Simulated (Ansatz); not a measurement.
# Te2Mo in Ansatz: relaxation of cell and atoms with PBE

Aim: the relaxation of cell and atoms of Te2Mo with PBE.

Everything below comes from runs of Ansatz 0.2.0. Logs are shortened: lines on timing, memory, paths and dates and some standing lists are left out, and cuts for length are marked.

### Step 1. The structure

The cell holds a slab with vacuum, 9 atoms: a = 3.562 Å, b = 3.562 Å, c = 31.563 Å, α = 90.00°, β = 90.00°, γ = 120.00°.

### Step 2. Relaxation of cell and atoms, PBE

The input, input.yaml:

```yaml
crystal:
  lattice:
    - [3.5624185427, 0.0, 0.0]
    - [-1.7812092714, 3.0851449569, 0.0]
    - [0.0, 0.0, 31.56326574]
  atoms:
    - { symbol: Te, position: [0.0, 0.0, 0.05676208] }
    - { symbol: Te, position: [0.3333333333, 0.6666666667, 0.28898622] }
    - { symbol: Te, position: [0.3333333333, 0.6666666667, 0.82440425] }
    - { symbol: Te, position: [0.3333333333, 0.6666666667, 0.17559575] }
    - { symbol: Te, position: [0.3333333333, 0.6666666667, 0.71101378] }
    - { symbol: Te, position: [0.0, 0.0, 0.94323792] }
    - { symbol: Mo, position: [0.3333333333, 0.6666666667, 0.0] }
    - { symbol: Mo, position: [0.0, 0.0, 0.23230601] }
    - { symbol: Mo, position: [0.0, 0.0, 0.76769399] }
hamiltonian:
  xc: pbe
  pseudopotentials: { kind: paw }
kpoints:
  mp_grid: { grid: [7, 7, 1] }
scf:
  occupations: { method: fermi_dirac, width: 0.05 }
output:
  forces: true
  stress: true
  eigenvalues: true
relax:
  f_tol: 0.01
  max_steps: 40
  cell: { stress_tol: 0.05 }
```

Potentials or basis: Ansatz PAW.

On the command line:

```
$ ansatz run input.yaml --threads 4 --pin off --max-ram 11264MiB --backend cpu --events-out ev --progress --plain --runs-dir out
```

Log:

```text
Warning: RAYON_NUM_THREADS=4 ignored (pool sized by the plan → 4); use --threads N
Engine: ansatz 0.2.0, aarch64-unknown-linux-gnu
Pseudopotentials: kind: paw
Pseudopotential: Te, paw, valence charge 16, recommended cutoff 420 eV (normal), Te.paw.azcp
Pseudopotential: Mo, paw, valence charge 14, recommended cutoff 420 eV (normal), Mo.paw.azcp
Functional definition: PBE
  parameter kappa = 0.804
  parameter beta = 0.06672455060314922
  exchange = pbe_x(kappa = kappa, mu = beta*pi^2/3)
  correlation = pbe_c(beta = beta)
Crystal: 9 atoms, lattice volume = 346.899 Å³
Basis set: ecut = 420 eV, 6699 PW (Γ), exchange–correlation on 48×48×432 points (8 copies of the dense FFT grid, shifted against one another)
Bands: 83, of which v1, the nominal top of the filled ones, is band 69 counted from 1 (68 counted from 0)
Symmetry: 12 space group operations
Space group: P-6m2 (ITA 187), of the structure as read, at distance tolerance 7.0e-5 Å
k-points: 8 of 49 (time reversal used)
Non-local potential: Te, projectors of the file, l = 0: 2, l = 1: 2, l = 2: 2, l = 3: 2
Non-local potential: Mo, projectors of the file, l = 0: 3, l = 1: 2, l = 2: 2, l = 3: 1
PAW form: soft (Blöchl's): semilocal exchange-correlation on the pseudo side does not see the compensation charge
PAW one-centre angular grid: Te, 590 points (default); XC on 64 Gauss nodes
PAW one-centre angular grid: Mo, 590 points (default); XC on 64 Gauss nodes
Initial density: superposition of atomic densities (neutral atoms: chi_scale 0, normalization atom), corrected by the library's trained network
Initial wavefunctions: pseudopotential atomic-orbital guess
Functional: x = pbe(κ = 0.804, μ = 0.2195149727645171), c = pbe(β = 0.06672455060314922)
SCF iter   1: F=—  HF=-56750.183388 eV  |F-HF|=—  |Δ(HF+E_count)|=         —  Δρ=3.71e-3  dr2=8.94e-2  ethr=1.77e-3  ⟨swp⟩=8.4  Hψ=2686  notcnv=0  defer=1
preconditioner: auto → Resta (q_TF=auto, 2.340 Å⁻¹)  ε∞=5.3  [insulator: Δε(μ)=1.116 eV  Ē_g=7.050 eV  σ=0.050 eV  W_gap=1.00  n_scr=88 (ndim 8)  ℏωp=14.7 eV  f_vac=0.327  D(μ)=0.00/eV (n_scr^D=0)  ε∞_Penn≈5.3  vacuum switching on, ρ_ref=3.6e-3 e/Å³]
SCF iter   2: F=—  HF=-56750.189227 eV  |F-HF|=—  |Δ(HF+E_count)|=   5.84e-3  Δρ=2.13e-3  dr2=1.81e-2  ethr=6.48e-5  ⟨swp⟩=2.5  Hψ=1051  notcnv=0  defer=23
SCF iter   3: F=—  HF=-56750.191947 eV  |F-HF|=—  |Δ(HF+E_count)|=   2.72e-3  Δρ=1.32e-3  dr2=2.97e-3  ethr=1.31e-5  ⟨swp⟩=2.0  Hψ=724  notcnv=0  defer=23
SCF iter   4: F=—  HF=-56750.194661 eV  |F-HF|=—  |Δ(HF+E_count)|=   2.71e-3  Δρ=5.52e-4  dr2=2.32e-3  ethr=2.16e-6  ⟨swp⟩=2.1  Hψ=815  notcnv=0  defer=23
SCF iter   5: F=—  HF=-56750.194656 eV  |F-HF|=—  |Δ(HF+E_count)|=   5.09e-6  Δρ=8.82e-5  dr2=3.73e-5  ethr=1.68e-6  ⟨swp⟩=2.0  Hψ=715  notcnv=0  defer=23
SCF iter   6: F=—  HF=-56750.194937 eV  |F-HF|=—  |Δ(HF+E_count)|=   2.81e-4  Δρ=3.84e-5  dr2=9.78e-6  ethr=2.70e-8  ⟨swp⟩=2.0  Hψ=857  notcnv=0  defer=23
SCF iter   7: F=—  HF=-56750.194944 eV  |F-HF|=—  |Δ(HF+E_count)|=   7.21e-6  Δρ=2.74e-5  dr2=7.70e-6  ethr=7.09e-9  ⟨swp⟩=2.0  Hψ=838  notcnv=0  defer=23
SCF iter   8: F=—  HF=-56750.194944 eV  |F-HF|=—  |Δ(HF+E_count)|=   7.13e-7  Δρ=1.02e-5  dr2=8.69e-7  ethr=5.58e-9  ⟨swp⟩=2.0  Hψ=799  notcnv=0  defer=23
iter 9 did not close the SCF: its close was put off until two iterations running show no level that it waits for move by more than its bar (scf_convergence_deferred on its scf_iter line)
SCF iter   9: F=-56750.194944 eV  HF=-56750.194944 eV  |F-HF|=1.88e-8  |Δ(HF+E_count)|=   3.79e-7  Δρ=3.28e-6  dr2=6.33e-8  ethr=7.25e-11  ⟨swp⟩=11.2  Hψ=3001  notcnv=0
iter 10 did not close the SCF: its close was put off until two iterations running show no level that it waits for move by more than its bar (scf_convergence_deferred on its scf_iter line)
SCF iter  10: F=-56750.194944 eV  HF=-56750.194944 eV  |F-HF|=1.12e-9  |Δ(HF+E_count)|=   3.49e-8  Δρ=7.64e-7  dr2=4.82e-9  ethr=4.59e-11  ⟨swp⟩=4.2  Hψ=1930  notcnv=0
SCF iter  11: F=-56750.194944 eV  HF=-56750.194944 eV  |F-HF|=4.37e-10  |Δ(HF+E_count)|=  8.73e-11  Δρ=2.19e-7  dr2=5.16e-10  ethr=3.49e-12  ⟨swp⟩=2.5  Hψ=2028  notcnv=0
SCF 1 converged in 11 iterations: F = -56750.194944 eV  dr2 = 5.16e-10
[... 109 lines left out ...]
  E_band       = -2567.585910
  E_kinetic    = 2408.186174
  E_local      = -92139.912534  (includes V_loc(G=0)·N_el)
  E_nonlocal   = -1429.298361
  E_hartree    = 46310.301477
  E_xc         = -1295.992604
  E_vxc        = -1311.687578  (∫ρ·V_xc dr)
  E_paw        = -37580.721087  (= ΣΔE_a)
  E_vpaw       = -2715.476636  (= ΣTr[D̂ρ^β])
  E_aug_tail   = -0.000981  (compensation charges beyond the density's cutoff)
  E_ewald      = 26977.226497
  E_smearing   = -0.000002  (= −TS)
  E_closure    = 0.000000  (closes the sum)
  Σ components = -56750.211422   (vs F -56750.211422, Δ=0.00e0)
--- Forces (eV/Å), atoms counted from 1 ---
  atom   1  Te     0.00000000    -0.00000000     0.00004168
  atom   2  Te    -0.00000000     0.00000000     0.00058475
  atom   3  Te    -0.00000000     0.00000000     0.00015511
  atom   4  Te    -0.00000000     0.00000000    -0.00015511
  atom   5  Te    -0.00000000     0.00000000    -0.00058475
  atom   6  Te     0.00000000    -0.00000000    -0.00004168
  atom   7  Mo    -0.00000000     0.00000000     0.00000000
  atom   8  Mo     0.00000000    -0.00000000     0.00002787
  atom   9  Mo     0.00000000    -0.00000000    -0.00002787
  max |Σ_I F_I| component: 2.78e-17 eV/Å
--- Stress (GPa, compression-positive) ---
        0.000955       0.000000       0.000000
        0.000000       0.000955      -0.000000
        0.000000      -0.000000       0.004380
  P = ⅓ Tr σ = 0.0021 GPa (0.021 kbar)
--- Band table (eV; the first three rows and the last of 8) ---
  k-point 0: bands = ["-54.5929", "-54.5917", "-54.5917", "-30.4140", "-30.4140", "-30.4109", "-30.4109", "-30.4109", "-30.4109", "-30.4038", "-30.4038", "-30.4002", "-30.4002", "-30.4002", "-30.4002", "-30.3467", "-30.3467", "-30.3429", "-30.3429", "-30.3429", "-30.3429", "-30.3362", "-30.3362", "-30.3314", "-30.3314", "-30.3314", "-30.3314", "-30.3232", "-30.3193", "-30.3193", "-30.3146", "-30.3090", "-30.3090", "-28.7340", "-28.7327", "-28.7327", "-28.6102", "-28.6102", "-28.6089", "-28.6089", "-28.6089", "-28.6089", "-6.4676", "-6.4332", "-6.4002", "-5.5588", "-5.5011", "-5.4497", "0.9590", "1.1615", "1.3752", "3.8916", "4.3567", "4.4598", "4.4598", "4.4616", "4.4616", "4.4627", "4.4627", "4.8998", "5.2243", "5.2243", "5.2281", "5.2281", "5.2308", "5.2308", "5.4977", "5.7872", "5.9552", "9.1175", "9.1175", "9.1329", "9.1329", "9.1460", "9.1460", "9.3769", "9.3769", "9.4056", "9.4056", "9.4288", "9.4288", "10.3105", "10.5375"]
  k-point 1: bands = ["-54.5914", "-54.5902", "-54.5902", "-30.4122", "-30.4100", "-30.4092", "-30.4092", "-30.4068", "-30.4068", "-30.4065", "-30.4028", "-30.4028", "-30.4003", "-30.3967", "-30.3967", "-30.3482", "-30.3473", "-30.3444", "-30.3444", "-30.3439", "-30.3439", "-30.3410", "-30.3366", "-30.3359", "-30.3359", "-30.3318", "-30.3318", "-30.3217", "-30.3178", "-30.3178", "-30.3127", "-30.3072", "-30.3072", "-28.7223", "-28.7210", "-28.7210", "-28.6338", "-28.6325", "-28.6325", "-28.6145", "-28.6133", "-28.6133", "-6.1974", "-6.1636", "-6.1311", "-5.3677", "-5.3132", "-5.2651", "1.2540", "1.4520", "1.6631", "3.6311", "3.8603", "3.8739", "3.8754", "3.9423", "4.1735", "4.6774", "4.6810", "4.6840", "4.8884", "4.8941", "4.8987", "5.1622", "5.2512", "5.4619", "5.5192", "5.7648", "5.8077", "8.2083", "8.2667", "8.3254", "8.3421", "8.4190", "8.4345", "8.8434", "8.8801", "8.9155", "9.3068", "9.3430", "9.3724", "10.6727", "10.9094"]
  k-point 2: bands = ["-54.5881", "-54.5869", "-54.5869", "-30.4140", "-30.4110", "-30.4110", "-30.4079", "-30.4043", "-30.4043", "-30.4009", "-30.3978", "-30.3978", "-30.3925", "-30.3889", "-30.3889", "-30.3516", "-30.3502", "-30.3486", "-30.3478", "-30.3478", "-30.3476", "-30.3476", "-30.3427", "-30.3427", "-30.3373", "-30.3326", "-30.3326", "-30.3187", "-30.3147", "-30.3147", "-30.3083", "-30.3029", "-30.3029", "-28.6963", "-28.6950", "-28.6950", "-28.6865", "-28.6853", "-28.6853", "-28.6243", "-28.6230", "-28.6230", "-5.4731", "-5.4426", "-5.4134", "-4.8608", "-4.8168", "-4.7790", "1.8242", "1.9568", "2.0848", "2.5946", "2.6374", "2.7322", "2.8397", "2.9443", "2.9847", "4.2791", "4.2877", "4.2952", "4.6307", "4.7939", "4.9769", "5.2029", "5.2107", "5.2217", "5.2313", "5.2491", "5.2712", "7.4155", "7.5519", "7.7124", "8.0017", "8.0345", "8.0651", "8.3006", "8.5172", "8.7676", "9.5513", "9.6144", "9.6713", "11.4891", "11.6653"]
  k-point 7: bands = ["-54.5844", "-54.5832", "-54.5832", "-30.4168", "-30.4135", "-30.4135", "-30.3983", "-30.3951", "-30.3951", "-30.3940", "-30.3921", "-30.3908", "-30.3908", "-30.3882", "-30.3882", "-30.3634", "-30.3595", "-30.3595", "-30.3545", "-30.3507", "-30.3507", "-30.3422", "-30.3408", "-30.3376", "-30.3376", "-30.3361", "-30.3361", "-30.3168", "-30.3127", "-30.3127", "-30.3038", "-30.2985", "-30.2985", "-28.7152", "-28.7140", "-28.7140", "-28.6675", "-28.6661", "-28.6661", "-28.6655", "-28.6642", "-28.6642", "-4.3406", "-4.3284", "-4.3189", "-4.0793", "-4.0653", "-4.0554", "1.5424", "1.5593", "1.5698", "1.7371", "1.7622", "1.7843", "2.8291", "2.8335", "2.8345", "3.0734", "3.0800", "3.2057", "3.2134", "3.3242", "3.3278", "4.4593", "4.4776", "4.5061", "5.9231", "5.9536", "5.9818", "7.3083", "7.3434", "7.3714", "7.8920", "8.0367", "8.1944", "8.2022", "8.3044", "8.3682", "9.7340", "9.9110", "10.1049", "11.0761", "11.1086"]
--- Relaxed structure (6 steps of the walk, 5 accepted, 1 SCFs on fresh bases) ---
  F+E_penalty+E_count = -56750.21142179 eV   max|allowed force component| = 5.848e-4 eV/Å   (the final SCF, on the basis selected at the relaxed cell)
  cell:  # Å, volume = 352.0115 Å³
    - [3.5562877761628404, 2.8817785380116515e-11, 0.0]
    - [-1.7781438881063771, 3.0798355573106786, 0.0]
    - [0.0, 0.0, 32.13900695942422]
  atoms:
    - { symbol: Te, position: [4.622231866529366e-33, -2.17018904013385e-17, 0.05626189308132672] }
    - { symbol: Te, position: [0.3333333333333333, 0.6666666666666667, 0.2943967260112822] }
    - { symbol: Te, position: [0.3333333333333333, 0.6666666666666667, 0.8181017821714167] }
    - { symbol: Te, position: [0.3333333333333333, 0.6666666666666667, 0.18189821782858345] }
    - { symbol: Te, position: [0.3333333333333333, 0.6666666666666667, 0.7056032739887181] }
    - { symbol: Te, position: [1.5407439555097887e-33, -2.17018904013385e-17, 0.9437381069186734] }
    - { symbol: Mo, position: [0.3333333333333333, 0.6666666666666667, 1.4656053994466944e-19] }
    - { symbol: Mo, position: [1.5407439555097887e-33, -2.17018904013385e-17, 0.2381665650027816] }
    - { symbol: Mo, position: [1.5407439555097887e-33, -2.17018904013385e-17, 0.7618334349972185] }
```

Wall time 65 s (4 threads of Arm Neoverse V1, shared host); peak memory 0.95 GiB.

Results:

```yaml
Free_energy: -56750.2114 eV
Relaxed_volume: 39.11 Å³/atom
Relaxed_cell: a = 3.556 Å, b = 3.556 Å, c = 32.139 Å, α = 90.00°, β = 90.00°, γ = 120.00°
Space_group_after_relaxing_to_0.05_Å: P-6m2 (No. 187)
Energy_gained_by_relaxing: 1.8 meV/atom
Ionic_steps: 6
Band_gap_on_the_k_mesh: 1.30 eV, indirect (least direct gap 1.33 eV)
```

Step by step:
```tsv
step	energy change (eV)	largest force (eV/Å)	volume (Å³)
1	0.0000	0.2154	346.90
2	-0.0135	0.0243	348.62
3	-0.0151	0.0175	349.78
4	-0.0158	0.0014	351.43
5	-0.0158	0.0006	352.01
6	-0.0165	0.0006	352.01
```

Final structure:
```xyz
9
Lattice="3.5563 0.0000 0.0000 -1.7781 3.0798 0.0000 0.0000 0.0000 32.1390" Properties=species:S:1:pos:R:3 pbc="T T T"
Te    0.0000    0.0000    1.8082
Te    0.0000    2.0532    9.4616
Te    0.0000    2.0532   26.2930
Te    0.0000    2.0532    5.8460
Te    0.0000    2.0532   22.6774
Te    0.0000    0.0000   30.3308
Mo    0.0000    2.0532    0.0000
Mo    0.0000    0.0000    7.6544
Mo    0.0000    0.0000   24.4846
```

Levels at points of the mesh, in eV from the valence-band top:
| k point | band 65 | band 66 | band 67 | band 68 | band 69 | band 70 | band 71 | band 72 | band 73 | band 74 |
| --- | --- | --- | --- | --- | --- | --- | --- | --- | --- | --- |
| (0.00, 0.00, 0.00) | -0.75 | -0.75 | -0.48 | -0.19 | -0.03 | 3.14 | 3.14 | 3.15 | 3.15 | 3.16 |

Caveat: odd divisions of the mesh miss points on the zone boundary, where band edges often lie, so the gap on the mesh can be too wide; the plane-wave basis is chosen anew once the cell has moved, so the energies of steps on either side of that aren't comparable; spin-orbit coupling is left out, which moves the levels of the heavy elements.
